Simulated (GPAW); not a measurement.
# SnSe2 in GPAW: the effect of volume scale

The system is SnSe2.

```xyz
3
Lattice="3.7332 0.0000 0.0000 -1.8666 3.2330 0.0000 0.0000 0.0000 6.0107" Properties=species:S:1:pos:R:3 pbc="T T T"
Sn    0.0000    0.0000    0.0000
Se    1.8666    1.0777    4.5141
Se    0.0000    2.1554    1.4967
```

Alike in all runs:

* Program: GPAW 26.7.0
* Task: dielectric tensor
* Functional: PBE
* Potentials or basis: GPAW PAW data sets (gpaw-data 1.2.1)
* Cutoff: 400 eV
* Basis: pw
* k mesh: 7 × 7 × 4
* Occupations: fermi-dirac, width 0.001 eV
* Spin: no spin polarisation

```tsv
volume scale	gap on the mesh (eV)	dielectric constant (mean)
0.94	0.86	9.37
0.96	0.85	9.41
0.98	0.83	9.48
1	0.82	9.56
1.02	?	?
1.04	0.78	9.76
1.06	0.76	9.88
```

Problem. What does the run with volume scale 1.02 give?

Solution. gap on the mesh 0.80 eV; dielectric constant 9.66 mean.

Worked out: A straight line through the other rows of the gap on the mesh, of slope -0.845 eV per unit of volume scale, gives 0.80 eV, against the run's 0.80. A parabola through the other rows of the dielectric constant, of slope 5.02  per unit of volume scale there, gives 9.65 , against the run's 9.66.

Caveats: the long-wavelength limit can be off by a per cent or two; spin-orbit coupling is left out, which moves the levels of the heavy elements; an odd mesh through Γ misses points on the zone boundary, where band edges often lie.
